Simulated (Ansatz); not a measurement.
# TiC (Fm-3m) in Ansatz: notebook

The runs below take TiC through band structure, single point, equation of state, with PBE.

All numbers are computed with Ansatz 0.2.0; they aren't measurements. Logs are shortened: lines on timing, memory, paths and dates and some standing lists are left out, and cuts for length are marked.

### 1 The crystal as given

The structure is cubic, space group Fm-3m (No. 225). Conventional cell: a = 4.331 Å, b = 4.331 Å, c = 4.331 Å, α = 90.00°, β = 90.00°, γ = 90.00°. Around Ti (site symmetry m-3m) lie 6 C at 2.17 Å. Around C (site symmetry m-3m) lie 6 Ti at 2.17 Å.

The cell is a database's computed one.

### 2 Band structure, PBE

File input.yaml:

```yaml
crystal:
  lattice:
    - [0.0, 2.1657188437, 2.1657188437]
    - [2.1657188437, 0.0, 2.1657188437]
    - [2.1657188437, 2.1657188437, 0.0]
  atoms:
    - { symbol: Ti, position: [0.0, 0.0, 0.0] }
    - { symbol: C, position: [0.5, 0.5, 0.5] }
hamiltonian:
  xc: pbe
  pseudopotentials: { kind: paw }
kpoints:
  mp_grid: { grid: [11, 11, 11] }
  band_path:
    path:
      - [[0.0, 0.0, 0.0], [0.5, 0.0, 0.5], [0.5, 0.25, 0.75], [0.375, 0.375, 0.75], [0.0, 0.0, 0.0], [0.5, 0.5, 0.5], [0.625, 0.25, 0.625], [0.5, 0.25, 0.75], [0.5, 0.5, 0.5], [0.375, 0.375, 0.75]]
      - [[0.625, 0.25, 0.625], [0.5, 0.0, 0.5]]
    npoints: 14
scf:
  occupations: { method: fermi_dirac, width: 0.05 }
  n_extra_bands: 6
output:
  forces: true
  stress: true
  eigenvalues: true
  fatbands: true
```

Potentials or basis: Ansatz PAW.

On the command line:

```bash
ansatz run input.yaml --threads 2 --pin off --max-ram 5632MiB --backend cpu --events-out ev --progress --plain --runs-dir out
```

What it wrote:

```text
Warning: RAYON_NUM_THREADS=2 ignored (pool sized by the plan → 2); use --threads N
scf.n_extra_bands = 6 over 8 filled bands (N_el = 16.0): the run solves 14 bands
Engine: ansatz 0.2.0, aarch64-unknown-linux-gnu
Pseudopotentials: kind: paw
Pseudopotential: Ti, paw, valence charge 12, recommended cutoff 420 eV (normal), Ti.paw.azcp
Pseudopotential: C, paw, valence charge 4, recommended cutoff 420 eV (normal), C.paw.azcp
Functional definition: PBE
  parameter kappa = 0.804
  parameter beta = 0.06672455060314922
  exchange = pbe_x(kappa = kappa, mu = beta*pi^2/3)
  correlation = pbe_c(beta = beta)
Crystal: 2 atoms, lattice volume = 20.316 Å³
Basis set: ecut = 420 eV, 411 PW (Γ), exchange–correlation on 48×48×48 points (8 copies of the dense FFT grid, shifted against one another)
Bands: 14, of which v1, the nominal top of the filled ones, is band 8 counted from 1 (7 counted from 0)
Symmetry: 48 space group operations
Space group: Fm-3m (ITA 225), of the structure as read, at distance tolerance 2.7e-5 Å
k-points: 56 of 1331
Non-local potential: Ti, projectors of the file, l = 0: 3, l = 1: 2, l = 2: 3, l = 3: 1
Non-local potential: C, projectors of the file, l = 0: 2, l = 1: 2, l = 2: 1
PAW form: soft (Blöchl's): semilocal exchange-correlation on the pseudo side does not see the compensation charge
PAW one-centre angular grid: Ti, 590 points (default); XC on 64 Gauss nodes
PAW one-centre angular grid: C, 110 points (default); XC on 64 Gauss nodes
Initial density: superposition of atomic densities (neutral atoms: chi_scale 0, normalization atom), corrected by the library's trained network
Initial wavefunctions: pseudopotential atomic-orbital guess
Functional: x = pbe(κ = 0.804, μ = 0.2195149727645171), c = pbe(β = 0.06672455060314922)
SCF iter   1: F=—  HF=-2752.273587 eV  |F-HF|=—  |Δ(HF+E_count)|=         —  Δρ=3.59e-3  dr2=1.80e-3  ethr=1.77e-3  ⟨swp⟩=4.5  Hψ=3706  notcnv=0
preconditioner: auto → none  [insulator: Δε(μ)=0.217 eV  Ē_g=9.825 eV  σ=0.050 eV  W_gap=0.79  n_scr=8 (ndim 8)  ℏωp=23.3 eV  f_vac=0.000  D(μ)=0.26/eV (n_scr^D=0)  ε∞_Penn≈6.6]
SCF iter   2: F=—  HF=-2752.273023 eV  |F-HF|=—  |Δ(HF+E_count)|=   5.63e-4  Δρ=1.75e-3  dr2=4.24e-4  ethr=1.13e-5  ⟨swp⟩=1.0  Hψ=1232  notcnv=0  defer=6
SCF iter   3: F=—  HF=-2752.273005 eV  |F-HF|=—  |Δ(HF+E_count)|=   1.81e-5  Δρ=1.25e-4  dr2=3.01e-6  ethr=2.65e-6  ⟨swp⟩=1.1  Hψ=734  notcnv=0  defer=6
SCF iter   4: F=—  HF=-2752.273004 eV  |F-HF|=—  |Δ(HF+E_count)|=   1.47e-6  Δρ=2.73e-5  dr2=9.58e-8  ethr=1.88e-8  ⟨swp⟩=2.6  Hψ=1210  notcnv=0  defer=6
iter 5 did not close the SCF: its close was put off for the readings that it lacked (scf_convergence_deferred on its scf_iter line)
SCF iter   5: F=-2752.273004 eV  HF=-2752.273004 eV  |F-HF|=3.69e-9  |Δ(HF+E_count)|=   3.59e-8  Δρ=5.23e-6  dr2=5.38e-9  ethr=5.98e-10  ⟨swp⟩=2.1  Hψ=912  notcnv=0  defer=6
SCF iter   6: F=-2752.273004 eV  HF=-2752.273004 eV  |F-HF|=9.23e-11  |Δ(HF+E_count)|=  7.51e-10  Δρ=8.15e-7  dr2=1.34e-10  ethr=3.36e-11  ⟨swp⟩=3.8  Hψ=2620  notcnv=0
SCF 1 converged in 6 iterations: F = -2752.273004 eV  dr2 = 1.34e-10
NSCF: frozen V_eff on 142 k-points
SCF converged after 6 iterations
Free energy (F): -2752.273004 eV
Harris-Foulkes:  -2752.273004 eV  (|F-HF|=9.23e-11)
Internal energy: -2752.270644 eV  (E = F + TS)
E sigma→0 (E₀):  -2752.271824 eV
Entropy (-TS):   -0.002359 eV (-1.180 meV/atom)
Fermi energy:    14.757014 eV
--- Per-component energies (eV) ---
  E_band       = -110.936418
  E_kinetic    = 362.331553
  E_local      = -775.366980  (includes V_loc(G=0)·N_el)
  E_nonlocal   = 31.951191
  E_hartree    = 314.733176
  E_xc         = -147.421983
  E_vxc        = -184.103582  (∫ρ·V_xc dr)
  E_paw        = -1145.233821  (= ΣΔE_a)
  E_vpaw       = -175.215256  (= ΣTr[D̂ρ^β])
  E_aug_tail   = 0.000150  (compensation charges beyond the density's cutoff)
  E_ewald      = -1393.263931
  E_smearing   = -0.002359  (= −TS)
  E_closure    = 0.000000  (closes the sum)
  Σ components = -2752.273004   (vs F -2752.273004, Δ=0.00e0)
--- Forces (eV/Å), atoms counted from 1 ---
  atom   1  Ti    -0.00000000     0.00000000    -0.00000000
  atom   2  C      0.00000000    -0.00000000     0.00000000
  max |Σ_I F_I| component: 3.88e-30 eV/Å
--- Stress (GPa, compression-positive) ---
        0.283330       0.000000       0.000000
       -0.000000       0.283330      -0.000000
        0.000000       0.000000       0.283330
  P = ⅓ Tr σ = 0.2833 GPa (2.833 kbar)
--- Band table (eV; the first three rows and the last of 56) ---
  k-point 0: bands = ["-41.8555", "-17.8894", "-17.8894", "-17.8894", "2.2931", "15.3910", "15.3910", "15.3910", "16.3684", "16.3684", "16.3684", "16.4167", "16.4167", "25.1638"]
  k-point 1: bands = ["-41.8497", "-17.9305", "-17.8933", "-17.8933", "2.4798", "14.5730", "14.8500", "14.8500", "15.7170", "15.7170", "16.7677", "17.8804", "17.8804", "25.4857"]
  k-point 2: bands = ["-41.8341", "-18.0393", "-17.9035", "-17.9035", "3.0152", "13.1318", "13.7138", "13.7138", "16.0613", "16.0613", "17.2057", "19.4312", "19.4312", "26.0098"]
  k-point 55: bands = ["-41.7586", "-18.2076", "-18.1857", "-18.0521", "5.1844", "11.3409", "11.4846", "12.2123", "17.2058", "17.6221", "18.3064", "19.9169", "20.0396", "28.2866"]
```

It took 2.3 s on 2 threads of Arm Neoverse N1, shared host; peak memory 0.28 GiB.

What came out:

```
Free energy            : -2752.2730 eV
Pressure               : 0.3 GPa
Band gap on the k mesh : none (metal or under the smearing width)
```

Levels at the corners of the path, in eV from the Fermi level:
```csv
point,band 4,band 5,band 6,band 7,band 8,band 9,band 10,band 11,band 12,band 13
Γ,-32.65,-12.46,0.63,0.63,0.63,1.61,1.61,1.61,1.66,1.66
X,-32.82,-10.18,-3.49,-1.68,-0.10,-0.10,2.66,3.46,3.46,5.75
W,-32.82,-9.58,-3.21,-3.21,-2.77,2.73,2.73,3.47,5.06,5.15
K,-32.77,-9.66,-3.53,-3.41,-1.79,1.40,3.08,3.77,5.37,5.46
Γ,-32.65,-12.46,0.63,0.63,0.63,1.61,1.61,1.61,1.66,1.66
L,-32.69,-8.98,-5.90,-2.96,-2.96,2.86,2.86,4.04,8.10,8.10
U,-32.77,-9.66,-3.53,-3.41,-1.79,1.40,3.08,3.77,5.37,5.46
W,-32.82,-9.58,-3.21,-3.21,-2.77,2.73,2.73,3.47,5.06,5.15
L,-32.69,-8.98,-5.90,-2.96,-2.96,2.86,2.86,4.04,8.10,8.10
K,-32.77,-9.66,-3.53,-3.41,-1.79,1.40,3.08,3.77,5.37,5.46
U,-32.77,-9.66,-3.53,-3.41,-1.79,1.40,3.08,3.77,5.37,5.46
X,-32.82,-10.18,-3.49,-1.68,-0.10,-0.10,2.66,3.46,3.46,5.75
```

### 3 Single point, PBE, 9.55 Å³/atom (volume scaled by 0.94)

File input.yaml:

```yaml
crystal:
  lattice:
    - [0.0, 2.1215080947, 2.1215080947]
    - [2.1215080947, 0.0, 2.1215080947]
    - [2.1215080947, 2.1215080947, 0.0]
  atoms:
    - { symbol: Ti, position: [0.0, 0.0, 0.0] }
    - { symbol: C, position: [0.5, 0.5, 0.5] }
hamiltonian:
  xc: pbe
  pseudopotentials: { kind: paw }
kpoints:
  mp_grid: { grid: [11, 11, 11] }
scf:
  occupations: { method: fermi_dirac, width: 0.05 }
output:
  forces: true
  stress: true
  eigenvalues: true
```

Potentials or basis: Ansatz PAW.

On the command line:

```bash
ansatz run input.yaml --threads 2 --pin off --max-ram 5632MiB --backend cpu --events-out ev --progress --plain --runs-dir out
```

What it wrote:

```text
Warning: RAYON_NUM_THREADS=2 ignored (pool sized by the plan → 2); use --threads N
Engine: ansatz 0.2.0, aarch64-unknown-linux-gnu
Pseudopotentials: kind: paw
Pseudopotential: Ti, paw, valence charge 12, recommended cutoff 420 eV (normal), Ti.paw.azcp
Pseudopotential: C, paw, valence charge 4, recommended cutoff 420 eV (normal), C.paw.azcp
Functional definition: PBE
  parameter kappa = 0.804
  parameter beta = 0.06672455060314922
  exchange = pbe_x(kappa = kappa, mu = beta*pi^2/3)
  correlation = pbe_c(beta = beta)
Crystal: 2 atoms, lattice volume = 19.097 Å³
Basis set: ecut = 420 eV, 339 PW (Γ), exchange–correlation on 48×48×48 points (8 copies of the dense FFT grid, shifted against one another)
Bands: 12, of which v1, the nominal top of the filled ones, is band 8 counted from 1 (7 counted from 0)
Symmetry: 48 space group operations
Space group: Fm-3m (ITA 225), of the structure as read, at distance tolerance 2.7e-5 Å
k-points: 56 of 1331
Non-local potential: Ti, projectors of the file, l = 0: 3, l = 1: 2, l = 2: 3, l = 3: 1
Non-local potential: C, projectors of the file, l = 0: 2, l = 1: 2, l = 2: 1
PAW form: soft (Blöchl's): semilocal exchange-correlation on the pseudo side does not see the compensation charge
PAW one-centre angular grid: Ti, 590 points (default); XC on 64 Gauss nodes
PAW one-centre angular grid: C, 110 points (default); XC on 64 Gauss nodes
Initial density: superposition of atomic densities (neutral atoms: chi_scale 0, normalization atom), corrected by the library's trained network
Initial wavefunctions: pseudopotential atomic-orbital guess
Functional: x = pbe(κ = 0.804, μ = 0.2195149727645171), c = pbe(β = 0.06672455060314922)
SCF iter   1: F=—  HF=-2752.207760 eV  |F-HF|=—  |Δ(HF+E_count)|=         —  Δρ=3.74e-3  dr2=2.11e-3  ethr=1.77e-3  ⟨swp⟩=4.3  Hψ=3310  notcnv=0
preconditioner: auto → none  [insulator: Δε(μ)=0.158 eV  Ē_g=8.273 eV  σ=0.050 eV  W_gap=0.66  n_scr=8 (ndim 8)  ℏωp=24.0 eV  f_vac=0.000  D(μ)=0.29/eV (n_scr^D=0)  ε∞_Penn≈9.4]
SCF iter   2: F=—  HF=-2752.207191 eV  |F-HF|=—  |Δ(HF+E_count)|=   5.69e-4  Δρ=1.66e-3  dr2=3.64e-4  ethr=1.32e-5  ⟨swp⟩=1.0  Hψ=1120  notcnv=0
SCF iter   3: F=—  HF=-2752.207182 eV  |F-HF|=—  |Δ(HF+E_count)|=   9.55e-6  Δρ=1.20e-4  dr2=1.16e-6  ethr=2.27e-6  ⟨swp⟩=2.0  Hψ=759  notcnv=0
SCF iter   4: F=—  HF=-2752.207179 eV  |F-HF|=—  |Δ(HF+E_count)|=   2.51e-6  Δρ=1.73e-5  dr2=1.97e-8  ethr=7.22e-9  ⟨swp⟩=2.7  Hψ=1131  notcnv=0
iter 5 did not close the SCF: its close was put off for the readings that it lacked (scf_convergence_deferred on its scf_iter line)
SCF iter   5: F=-2752.207179 eV  HF=-2752.207179 eV  |F-HF|=6.44e-10  |Δ(HF+E_count)|=   1.43e-8  Δρ=3.17e-6  dr2=4.80e-10  ethr=1.23e-10  ⟨swp⟩=2.8  Hψ=1105  notcnv=0
SCF iter   6: F=-2752.207179 eV  HF=-2752.207179 eV  |F-HF|=3.18e-12  |Δ(HF+E_count)|=  7.35e-10  Δρ=3.57e-7  dr2=6.06e-12  ethr=3.00e-12  ⟨swp⟩=1.0  Hψ=1968  notcnv=0
SCF 1 converged in 6 iterations: F = -2752.207179 eV  dr2 = 6.06e-12
SCF converged after 6 iterations
Free energy (F): -2752.207179 eV
Harris-Foulkes:  -2752.207179 eV  (|F-HF|=3.18e-12)
Internal energy: -2752.204736 eV  (E = F + TS)
E sigma→0 (E₀):  -2752.205957 eV
Entropy (-TS):   -0.002443 eV (-1.222 meV/atom)
Fermi energy:    15.852728 eV
--- Per-component energies (eV) ---
  E_band       = -93.236017
  E_kinetic    = 366.341152
  E_local      = -738.185804  (includes V_loc(G=0)·N_el)
  E_nonlocal   = 32.286873
  E_hartree    = 303.941249
  E_xc         = -148.572374
  E_vxc        = -185.650979  (∫ρ·V_xc dr)
  E_paw        = -1145.717367  (= ΣΔE_a)
  E_vpaw       = -175.909906  (= ΣTr[D̂ρ^β])
  E_aug_tail   = 0.000116  (compensation charges beyond the density's cutoff)
  E_ewald      = -1422.298580
  E_smearing   = -0.002443  (= −TS)
  E_closure    = -0.000000  (closes the sum)
  Σ components = -2752.207179   (vs F -2752.207179, Δ=0.00e0)
--- Forces (eV/Å), atoms counted from 1 ---
  atom   1  Ti    -0.00000000    -0.00000000    -0.00000000
  atom   2  C      0.00000000    -0.00000000    -0.00000000
  max |Σ_I F_I| component: 3.22e-30 eV/Å
--- Stress (GPa, compression-positive) ---
       17.917026       0.000000      -0.000000
       -0.000000      17.917026      -0.000000
        0.000000      -0.000000      17.917026
  P = ⅓ Tr σ = 17.9170 GPa (179.170 kbar)
--- Band table (eV; the first three rows and the last of 56) ---
  k-point 0: bands = ["-40.5843", "-16.5845", "-16.5845", "-16.5845", "3.0990", "16.4985", "16.4985", "16.4985", "17.5374", "17.5374", "17.5374", "17.6400"]
  k-point 1: bands = ["-40.5767", "-16.6366", "-16.5892", "-16.5892", "3.3008", "15.6332", "15.9304", "15.9304", "16.8583", "16.8583", "17.9823", "19.1833"]
  k-point 2: bands = ["-40.5561", "-16.7740", "-16.6016", "-16.6016", "3.8781", "14.1351", "14.7208", "14.7208", "17.2343", "17.2343", "18.4750", "20.8508"]
  k-point 55: bands = ["-40.4561", "-16.9833", "-16.9559", "-16.7877", "6.1075", "12.2836", "12.4669", "13.1722", "18.4828", "18.9430", "19.7129", "21.5359"]
```

It took 1.1 s on 2 threads of Arm Neoverse N1, shared host; peak memory 0.27 GiB.

Results:

* Free energy: -2752.2072 eV
* Pressure: 17.9 GPa
* Band gap on the k mesh: none (metal or under the smearing width)

### 4 Single point, PBE, 9.75 Å³/atom (volume scaled by 0.96)

input.yaml: that of step 3 with these lines changed.

```diff
@@ -2,5 +2,5 @@
   lattice:
-    - [0.0, 2.1215080947, 2.1215080947]
-    - [2.1215080947, 0.0, 2.1215080947]
-    - [2.1215080947, 2.1215080947, 0.0]
+    - [0.0, 2.1364487848, 2.1364487848]
+    - [2.1364487848, 0.0, 2.1364487848]
+    - [2.1364487848, 2.1364487848, 0.0]
   atoms:
```

On the command line:

```bash
ansatz run input.yaml --threads 2 --pin off --max-ram 5632MiB --backend cpu --events-out ev --progress --plain --runs-dir out
```

It took 1.1 s on 2 threads of Arm Neoverse N1, shared host; peak memory 0.27 GiB.

Results (log left out):

```
Free energy            : -2752.2443 eV
Pressure               : 11.4 GPa
Band gap on the k mesh : none (metal or under the smearing width)
```

### 5 Single point, PBE, 9.95 Å³/atom (volume scaled by 0.98)

input.yaml: that of step 4 with these lines changed.

```diff
@@ -2,5 +2,5 @@
   lattice:
-    - [0.0, 2.1364487848, 2.1364487848]
-    - [2.1364487848, 0.0, 2.1364487848]
-    - [2.1364487848, 2.1364487848, 0.0]
+    - [0.0, 2.1511833799, 2.1511833799]
+    - [2.1511833799, 0.0, 2.1511833799]
+    - [2.1511833799, 2.1511833799, 0.0]
   atoms:
```

On the command line:

```bash
ansatz run input.yaml --threads 2 --pin off --max-ram 5632MiB --backend cpu --events-out ev --progress --plain --runs-dir out
```

Run time: 1.1 s. Hardware: 2 threads of Arm Neoverse N1, shared host; peak memory 0.27 GiB.

The run converged. Its results:

- Free energy: -2752.2657 eV
- Pressure: 5.6 GPa
- Band gap on the k mesh: none (metal or under the smearing width)

### 6 Single point, PBE, 10.16 Å³/atom

input.yaml: that of step 5 with these lines changed.

```diff
@@ -2,5 +2,5 @@
   lattice:
-    - [0.0, 2.1511833799, 2.1511833799]
-    - [2.1511833799, 0.0, 2.1511833799]
-    - [2.1511833799, 2.1511833799, 0.0]
+    - [0.0, 2.1657188437, 2.1657188437]
+    - [2.1657188437, 0.0, 2.1657188437]
+    - [2.1657188437, 2.1657188437, 0.0]
   atoms:
```

Potentials or basis: Ansatz PAW.

On the command line:

```bash
ansatz run input.yaml --threads 2 --pin off --max-ram 5632MiB --backend cpu --events-out ev --progress --plain --runs-dir out
```

It took 1.1 s on 2 threads of Arm Neoverse N1, shared host; peak memory 0.27 GiB.

Results (log left out):

```yaml
Free_energy: -2752.2730 eV
Pressure: 0.3 GPa
Band_gap_on_the_k_mesh: none (metal or under the smearing width)
```

### 7 Single point, PBE, 10.36 Å³/atom (volume scaled by 1.02)

input.yaml: that of step 6 with these lines changed.

```diff
@@ -2,5 +2,5 @@
   lattice:
-    - [0.0, 2.1657188437, 2.1657188437]
-    - [2.1657188437, 0.0, 2.1657188437]
-    - [2.1657188437, 2.1657188437, 0.0]
+    - [0.0, 2.1800617706, 2.1800617706]
+    - [2.1800617706, 0.0, 2.1800617706]
+    - [2.1800617706, 2.1800617706, 0.0]
   atoms:
```

On the command line:

```bash
ansatz run input.yaml --threads 2 --pin off --max-ram 5632MiB --backend cpu --events-out ev --progress --plain --runs-dir out
```

Run time: 1 s. Hardware: 2 threads of Arm Neoverse N1, shared host; peak memory 0.28 GiB.

The run converged. Its results:

```
Free energy            : -2752.2676 eV
Pressure               : -4.5 GPa
Band gap on the k mesh : none (metal or under the smearing width)
```

### 8 Single point, PBE, 10.56 Å³/atom (volume scaled by 1.04)

input.yaml: that of step 7 with these lines changed.

```diff
@@ -2,5 +2,5 @@
   lattice:
-    - [0.0, 2.1800617706, 2.1800617706]
-    - [2.1800617706, 0.0, 2.1800617706]
-    - [2.1800617706, 2.1800617706, 0.0]
+    - [0.0, 2.1942184125, 2.1942184125]
+    - [2.1942184125, 0.0, 2.1942184125]
+    - [2.1942184125, 2.1942184125, 0.0]
   atoms:
```

On the command line:

```bash
ansatz run input.yaml --threads 2 --pin off --max-ram 5632MiB --backend cpu --events-out ev --progress --plain --runs-dir out
```

Run time: 1.1 s. Hardware: 2 threads of Arm Neoverse N1, shared host; peak memory 0.28 GiB.

Results (log left out):

```yaml
Free_energy: -2752.2506 eV
Pressure: -8.8 GPa
Band_gap_on_the_k_mesh: none (metal or under the smearing width)
```

### 9 Single point, PBE, 10.77 Å³/atom (volume scaled by 1.06)

input.yaml: that of step 8 with these lines changed.

```diff
@@ -2,5 +2,5 @@
   lattice:
-    - [0.0, 2.1942184125, 2.1942184125]
-    - [2.1942184125, 0.0, 2.1942184125]
-    - [2.1942184125, 2.1942184125, 0.0]
+    - [0.0, 2.2081947028, 2.2081947028]
+    - [2.2081947028, 0.0, 2.2081947028]
+    - [2.2081947028, 2.2081947028, 0.0]
   atoms:
@@ -19 +19,5 @@
   eigenvalues: true
+  write_density: true
+  write_potential: true
+  elf: true
+  volumetric_format: npy
```

Potentials or basis: Ansatz PAW.

On the command line:

```bash
ansatz run input.yaml --threads 2 --pin off --max-ram 5632MiB --backend cpu --events-out ev --progress --plain --runs-dir out
```

Run time: 1.3 s. Hardware: 2 threads of Arm Neoverse N1, shared host; peak memory 0.28 GiB.

The run converged. Its results:

* Free energy: -2752.2231 eV
* Pressure: -12.8 GPa
* Band gap on the k mesh: none (metal or under the smearing width)

### 10 Equation of state, PBE

No new run: the results of the series are fitted here.

What came out:

| Item | Value |
| --- | --- |
| Equilibrium volume | 10.17 Å³/atom |
| Bulk modulus | 250 GPa |
| Pressure derivative of the bulk modulus | 4.0 |

Energy against volume, from the lowest point:
| volume (Å³/atom) | energy (meV/atom) |
| --- | --- |
| 9.548 | 32.91 |
| 9.752 | 14.36 |
| 9.955 | 3.64 |
| 10.158 | 0.00 |
| 10.361 | 2.70 |
| 10.564 | 11.22 |
| 10.767 | 24.95 |
